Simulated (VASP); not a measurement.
# Zr (Im-3m) in VASP: further runs, part 2 of 2

VASP 6.6.1.

## (3) Relaxation of cell and atoms, LDA

File INCAR:

```
SYSTEM = Zr
PREC     = Accurate       ! precision mode
ENCUT    = 600            ! plane-wave cutoff, eV
EDIFF    = 1E-7           ! SCF threshold, eV
ISMEAR   = 0              ! smearing method
SIGMA    = 0.1            ! smearing width, eV
LREAL    = .False.        ! projectors in reciprocal space
LASPH    = .True.         ! aspherical terms in the spheres
NELM     = 100            ! most SCF steps
ALGO     = Normal         ! electronic algorithm
ISIF     = 3              ! what is computed and relaxed
LWAVE    = .False.        ! write WAVECAR
LCHARG   = .False.        ! write CHGCAR
IBRION   = 2              ! ionic algorithm
NSW      = 90             ! ionic steps
EDIFFG   = -0.005         ! ionic threshold
```

File KPOINTS:

```
regular mesh
0
Gamma
  16 16 16
  0 0 0
```

File POSCAR:

```
Zr
1.0
   -1.7908472700      1.7908472700      1.7908472700
    1.7908472700     -1.7908472700      1.7908472700
    1.7908472700      1.7908472700     -1.7908472700
Zr
1
Direct
    0.0000000000      0.0000000000      0.0000000000
```

Potentials or basis: VASP PAW LDA potentials, release 64 (Zr_sv).

Launch:

```
> cat potpaw_LDA.64/Zr_sv/POTCAR > POTCAR
> mpirun -np 1 vasp_std > vasp.out
```

OUTCAR:

```text
SYSTEM = Zr
   PREC = Accurate
   ENCUT = 600
   EDIFF = 1E-7
   ISMEAR = 0
   LREAL = .False.
   LASPH = .True.
   NELM = 100
   ISIF = 3
   IBRION = 2
   NSW = 90
   EDIFFG = -0.005

 ion  position               nearest neighbor table
   1  0.000  0.000  0.000-

  LATTYP: Found a body centered cubic cell.
 ALAT       =     3.5816945400

  Lattice vectors:

 A1 = (  -1.7908472700,   1.7908472700,   1.7908472700)
 A2 = (   1.7908472700,  -1.7908472700,   1.7908472700)
 A3 = (   1.7908472700,   1.7908472700,  -1.7908472700)

Analysis of symmetry for initial positions (statically):
=====================================================================
 Subroutine PRICEL returns:
 Original cell was already a primitive cell.

 Routine SETGRP: Setting up the symmetry group for a
 body centered cubic supercell.

 Subroutine GETGRP returns: Found 48 space group operations
 (whereof 48 operations were pure point group operations)
 out of a pool of 48 trial point group operations.

The static configuration has the point symmetry O_h .

Analysis of symmetry for dynamics (positions and initial velocities):
=====================================================================
 Subroutine PRICEL returns:
 Original cell was already a primitive cell.

 Routine SETGRP: Setting up the symmetry group for a
 body centered cubic supercell.
[... 162 lines left out ...]
  Total       -1.0321296     -1.0321296     -1.0321296      0.0000000      0.0000000      0.0000000
  in kB      -71.9795571    -71.9795571    -71.9795571      0.0000000      0.0000000      0.0000000
  external PRESSURE =     -71.9795571 kB  Pullay stress =       0.0000000 kB
[... 22 lines left out ...]
--------------------------------------- Ionic step        2  -------------------------------------------

 number of electron      12.0000000 magnetization

 E-fermi :  10.4843     XC(G=0): -12.0663

 val. band max:       10.4806352698   @ k =  -0.3125   0.3125   0.1250
 cond. band min:      10.4844183028   @ k =   0.2500   0.1875   0.1250
 fundamental gap:      0.0037830330
 Fermi energy:        10.4842701711

 k-point     1 :       0.0000    0.0000    0.0000
  band No.  band energies     occupation
      1     -37.4821      2.00000
      2     -14.8057      2.00000
      3     -14.8057      2.00000
      4     -14.8057      2.00000
      5       4.9388      2.00000
      6      11.6235      0.00000
      7      11.6235      0.00000
      8      11.6235      0.00000
      9      14.5911      0.00000
     10      14.5911      0.00000
[... 438 lines left out ...]
--------------------------------------- Ionic step        6  -------------------------------------------

 number of electron      12.0000000 magnetization

 Free energy of the ion-electron system (eV)
  ---------------------------------------------------
  ext. energy  EPLUGINS =         0.00000000
  ---------------------------------------------------
  free energy    TOTEN  =        -9.25168974 eV

  energy without entropy =       -9.24365206  energy(sigma->0) =       -9.24767090

 E-fermi :   9.6122     XC(G=0): -11.7368

 val. band max:        9.6096398659   @ k =   0.2500   0.0000   0.0000
 cond. band min:       9.6292522956   @ k =   0.3125   0.2500   0.1250
 fundamental gap:      0.0196124298
 Fermi energy:         9.6121704482

 k-point     1 :       0.0000    0.0000    0.0000
  band No.  band energies     occupation
      1     -38.4214      2.00000
      2     -15.9026      2.00000
      3     -15.9026      2.00000
      4     -15.9026      2.00000
      5       4.1460      2.00000
      6      10.7508      0.00000
      7      10.7508      0.00000
      8      10.7508      0.00000
      9      13.5118      0.00000
     10      13.5118      0.00000
[... 327 lines left out ...]
  FREE ENERGIE OF THE ION-ELECTRON SYSTEM (eV)
  ---------------------------------------------------
  free  energy   TOTEN  =        -9.2516897420 eV

  energy  without entropy=       -9.2436520615  energy(sigma->0) =       -9.24767090

 reached required accuracy - stopping structural energy minimisation
```

OSZICAR:

```text
N       E                     dE             d eps       ncg     rms          rms(c)
DAV:   1     0.972147135931E+02    0.97215E+02   -0.76168E+03  2900   0.133E+03
DAV:   2    -0.594251657621E+01   -0.10316E+03   -0.10126E+03  3156   0.317E+02
[... 52 lines left out ...]
DAV:   1    -0.925174396446E+01   -0.57310E-04   -0.16389E-03  3288   0.477E-01    0.791E-02
DAV:   2    -0.925169365336E+01    0.50311E-04   -0.12366E-04  3312   0.133E-01    0.182E-02
DAV:   3    -0.925168751287E+01    0.61405E-05   -0.46221E-05  4104   0.620E-02    0.140E-02
DAV:   4    -0.925168880632E+01   -0.12934E-05   -0.11317E-06  4090   0.103E-02    0.646E-03
DAV:   5    -0.925168973624E+01   -0.92992E-06   -0.19436E-06  4002   0.878E-03    0.124E-03
DAV:   6    -0.925168974196E+01   -0.57260E-08   -0.15376E-08  1568   0.159E-03
   6 F= -.92516897E+01 E0= -.92476709E+01  d E =-.766720E-05
```

It took 2.6 min on 1 thread of Intel Xeon Platinum 8259CL at 2.50GHz (Skylake/Cascade Lake), shared host; peak memory 0.18 GiB.

Results:

```yaml
Free_energy: -9.2517 eV
Relaxed_volume: 21.13 Å³/atom
Relaxed_cell: a = 3.016 Å, b = 3.016 Å, c = 3.016 Å, α = 109.47°, β = 109.47°, γ = 109.47°
Space_group_after_relaxing_to_0.05_Å: Im-3m (No. 229)
Energy_gained_by_relaxing: 43.8 meV/atom
Ionic_steps: 6
Pressure_after_relaxing: 0.0 GPa
Band_gap_on_the_k_mesh: none (metal or under the smearing width)
```

Step by step:
| step | energy change (eV) | largest force (eV/Å) | pressure (GPa) | volume (Å³) |
| --- | --- | --- | --- | --- |
| 1 | 0.0000 | 0.0000 | -7.20 | 22.97 |
| 2 | -0.0128 | 0.0000 | 7.34 | 19.71 |
| 3 | -0.0438 | 0.0000 | -0.06 | 21.14 |
| 4 | -0.0438 | 0.0000 | 0.10 | 21.10 |
| 5 | -0.0438 | 0.0000 | -0.06 | 21.14 |
| 6 | -0.0438 | 0.0000 | 0.00 | 21.13 |

Final structure:
```
Zr
1.0
    -1.74150    1.74150    1.74150
     1.74150   -1.74150    1.74150
     1.74150    1.74150   -1.74150
Zr
1
Direct
  0.00000 0.00000 0.00000
```

Levels at points of the mesh, in eV from the Fermi level:
```tsv
k point	band 3	band 4	band 5	band 6	band 7	band 8	band 9	band 10
(0.00, 0.00, 0.00)	-25.51	-25.51	-5.47	1.14	1.14	1.14	3.90	3.90
(0.50, 0.00, 0.00)	-25.93	-25.53	-3.06	-0.87	2.13	3.94	4.68	7.09
(0.50, 0.50, 0.50)	-26.42	-26.42	-2.95	-2.95	6.30	6.30	6.30	8.19
```

## (4) Relaxation of cell and atoms, PBE

INCAR: that of step 3 with these lines changed.

```diff
@@ -13,2 +13,3 @@
 LCHARG   = .False.        ! write CHGCAR
+GGA      = PE             ! functional
 IBRION   = 2              ! ionic algorithm
```

KPOINTS is that of step 3.

POSCAR is that of step 3.

Potentials or basis: VASP PAW PBE potentials, release 64 (Zr_sv).

Launch:

```
> cat potpaw_PBE.64/Zr_sv/POTCAR > POTCAR
> mpirun -np 1 vasp_std > vasp.out
```

Run time: 85 s. Hardware: 1 thread of Intel Xeon Platinum 8259CL at 2.50GHz (Skylake/Cascade Lake), shared host; peak memory 0.19 GiB.

It converged, with:

```
Free energy                            : -8.4403 eV
Relaxed volume                         : 22.85 Å³/atom
Relaxed cell                           : a = 3.096 Å, b = 3.096 Å, c = 3.096 Å, α = 109.47°, β = 109.47°, γ = 109.47°
Space group after relaxing (to 0.05 Å) : Im-3m (No. 229)
Energy gained by relaxing              : 0.2 meV/atom
Ionic steps                            : 3
Pressure after relaxing                : 0.0 GPa
Band gap on the k mesh                 : none (metal or under the smearing width)
```

Step by step:
| step | energy change (eV) | largest force (eV/Å) | pressure (GPa) | volume (Å³) |
| --- | --- | --- | --- | --- |
| 1 | 0.0000 | 0.0000 | -0.48 | 22.97 |
| 2 | -0.0001 | 0.0000 | 0.40 | 22.74 |
| 3 | -0.0002 | 0.0000 | 0.00 | 22.85 |

Final structure:
```xyz
1
Lattice="-1.7875 1.7875 1.7875 1.7875 -1.7875 1.7875 1.7875 1.7875 -1.7875" Properties=species:S:1:pos:R:3 pbc="T T T"
Zr    0.0000    0.0000    0.0000
```

Levels at points of the mesh, in eV from the Fermi level:
```csv
k point,band 2,band 3,band 4,band 5,band 6,band 7,band 8,band 9,band 10
"(0.00, 0.00, 0.00)",-25.94,-25.94,-25.94,-5.40,1.14,1.14,1.14,3.66,3.66
"(0.50, 0.00, 0.00)",-26.96,-26.26,-25.95,-2.83,-0.69,1.67,3.66,4.34,6.45
"(0.50, 0.50, 0.50)",-26.64,-26.64,-26.64,-2.60,-2.60,5.76,5.76,5.76,7.55
```

## (5) Relaxation of cell and atoms, PBE+D3(BJ)

INCAR: that of step 4 with these lines changed.

```diff
@@ -14,2 +14,3 @@
 GGA      = PE             ! functional
+IVDW     = 12             ! dispersion correction
 IBRION   = 2              ! ionic algorithm
```

KPOINTS is that of step 4.

POSCAR is that of step 4.

Launch:

```
> cat potpaw_PBE.64/Zr_sv/POTCAR > POTCAR
> mpirun -np 1 vasp_std > vasp.out
```

Wall time 1.8 min (1 thread of Intel Xeon Platinum 8259CL at 2.50GHz (Skylake/Cascade Lake), shared host); peak memory 0.2 GiB.

The run converged. Its results:

- Free energy: -8.9915 eV
- Relaxed volume: 21.82 Å³/atom
- Relaxed cell: a = 3.049 Å, b = 3.049 Å, c = 3.049 Å, α = 109.47°, β = 109.47°, γ = 109.47°
- Space group after relaxing (to 0.05 Å): Im-3m (No. 229)
- Energy gained by relaxing: 16.4 meV/atom
- Ionic steps: 3
- Pressure after relaxing: 0.0 GPa
- Band gap on the k mesh: none (metal or under the smearing width)
- Dispersion energy per atom: -0.565 eV

The path:
| step | energy change (eV) | largest force (eV/Å) | pressure (GPa) | volume (Å³) |
| --- | --- | --- | --- | --- |
| 1 | 0.0000 | 0.0000 | -4.39 | 22.97 |
| 2 | -0.0058 | 0.0000 | 3.98 | 20.94 |
| 3 | -0.0164 | 0.0000 | -0.01 | 21.82 |

Final structure:
```xyz
1
Lattice="-1.7605 1.7605 1.7605 1.7605 -1.7605 1.7605 1.7605 1.7605 -1.7605" Properties=species:S:1:pos:R:3 pbc="T T T"
Zr    0.0000    0.0000    0.0000
```

Levels at points of the mesh, in eV from the Fermi level:
```tsv
k point	band 3	band 4	band 5	band 6	band 7	band 8	band 9	band 10
(0.00, 0.00, 0.00)	-25.77	-25.77	-5.46	1.16	1.16	1.16	3.81	3.81
(0.50, 0.00, 0.00)	-26.14	-25.78	-2.96	-0.77	1.89	3.84	4.56	6.81
(0.50, 0.50, 0.50)	-26.58	-26.58	-2.80	-2.80	6.07	6.07	6.07	7.91
```

Caveat: pairwise dispersion overbinds metals, which lowers pressure and volume.

## (6) The runs side by side

| level | potentials or basis | gap on the mesh (eV) | pressure (GPa) | relaxed volume (Å³/atom) |
| --- | --- | --- | --- | --- |
| PBEsol | VASP PAW PBE potentials, release 64 (Zr_sv) | none | 0.0 | 21.86 |
| LDA | VASP PAW LDA potentials, release 64 (Zr_sv) | none | 0.0 | 21.13 |
| PBE | VASP PAW PBE potentials, release 64 (Zr_sv) | none | 0.0 | 22.85 |
| PBE+D3(BJ) | VASP PAW PBE potentials, release 64 (Zr_sv) | none | 0.0 | 21.82 |

Alike in all rows: task relaxation of cell and atoms; no spin polarisation; cell relaxed; k mesh 16 × 16 × 16; cutoff (eV) 600; smearing gaussian 0.1 eV.

Caveats: the PAW data sets were made with another functional, which shifts forces and pressure a little (some runs); pairwise dispersion overbinds metals, which lowers pressure and volume (some runs).

Total energies depend on the potentials used, so only differences within one code and one set of settings carry meaning.
